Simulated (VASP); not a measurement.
Wanted: the native input for a VASP 6.6.1 run.

| Quantity | Value |
| --- | --- |
| Task | single point |
| Functional | PBE |
| Potentials or basis | VASP PAW PBE potentials, release 64 (C, H) |
| Cutoff | 520 eV |
| k mesh | 5 × 5 × 1 |
| Occupations | gaussian, width 0.05 eV |
| Spin | no spin polarisation |
| Dipole correction | yes |
| Further INCAR settings | LREAL = Auto; ALGO = Fast; EDIFF = 1e-07; NBANDS = 84 |

The structure of H2C7 lies in POSCAR:

```
H2C7
1.0
    5.0508284795      0.0000000000      0.0000000000
    0.0000000000      5.0508284795      0.0000000000
    0.0000000000      0.0000000000     18.8596184069
C H
28 8
Direct
    0.5000000000      0.5000000000      0.2466861049
    0.5000000000      0.0000000000      0.2466861049
    0.0000000000      0.5000000000      0.2466861049
    0.0000000000      0.0000000000      0.2466861049
    0.7500000000      0.5000000000      0.2940289910
    0.7500000000      0.0000000000      0.2940289910
    0.2500000000      0.5000000000      0.2940289910
    0.2500000000      0.0000000000      0.2940289910
    0.7500000000      0.7500000000      0.3413718772
    0.7500000000      0.2500000000      0.3413718772
    0.2500000000      0.7500000000      0.3413718772
    0.2500000000      0.2500000000      0.3413718772
    0.0000000000      0.7500000000      0.3887147633
    0.0000000000      0.2500000000      0.3887147633
    0.5000000000      0.7500000000      0.3887147633
    0.5000000000      0.2500000000      0.3887147633
    0.0000000000      0.0000000000      0.4360576495
    0.0000000000      0.5000000000      0.4360576495
    0.5000000000      0.0000000000      0.4360576495
    0.5000000000      0.5000000000      0.4360576495
    0.2500000000      0.0000000000      0.4834005356
    0.2500000000      0.5000000000      0.4834005356
    0.7500000000      0.0000000000      0.4834005356
    0.7500000000      0.5000000000      0.4834005356
    0.3416101431      0.2500000000      0.5227899205
    0.3416101431      0.7500000000      0.5227899205
    0.6583898569      0.2500000000      0.5227899205
    0.6583898569      0.7500000000      0.5227899205
    0.5000000000      0.6826712469      0.2120933687
    0.5000000000      0.3173287531      0.2120933687
    0.5000000000      0.1826712469      0.2120933687
    0.5000000000     -0.1826712469      0.2120933687
    0.0000000000      0.3173287531      0.2120933687
    0.0000000000      0.6826712469      0.2120933687
    0.0000000000     -0.1826712469      0.2120933687
    0.0000000000      0.1826712469      0.2120933687
```

One way to write it, as run:

INCAR

```
ALGO = Fast ; DIPOL = 0.5 0.5 0.349
EDIFF = 1E-7 ; ENCUT = 520
GGA = PE ; IDIPOL = 3
ISIF = 2 ; ISMEAR = 0
LASPH = T ; LCHARG = T
LDIPOL = T ; LELF = T
LREAL = Auto ; LVACPOTAV = T
LVHAR = T ; LWAVE = F
NBANDS = 84 ; NELM = 100
PREC = Accurate ; SIGMA = 0.05
```

KPOINTS

```
k-points
0
Gamma
  5 5 1
```

Potentials or basis: VASP PAW PBE potentials, release 64 (C, H).

Command:

```bash
$ cat potpaw_PBE.64/C/POTCAR potpaw_PBE.64/H/POTCAR > POTCAR
$ mpirun -np 1 vasp_std > vasp.out
```

It gave:

```
Largest force                   : 11.456 eV/Å
Band gap on the k mesh          : none (metal or under the smearing width)
Work function of the upper face : 5.46 eV
Work function of the lower face : 2.00 eV
```

It took 23 min on 1 thread of AMD EPYC 7R13 Processor (Zen 3), with other jobs on the host, peak memory 0.58 GiB.
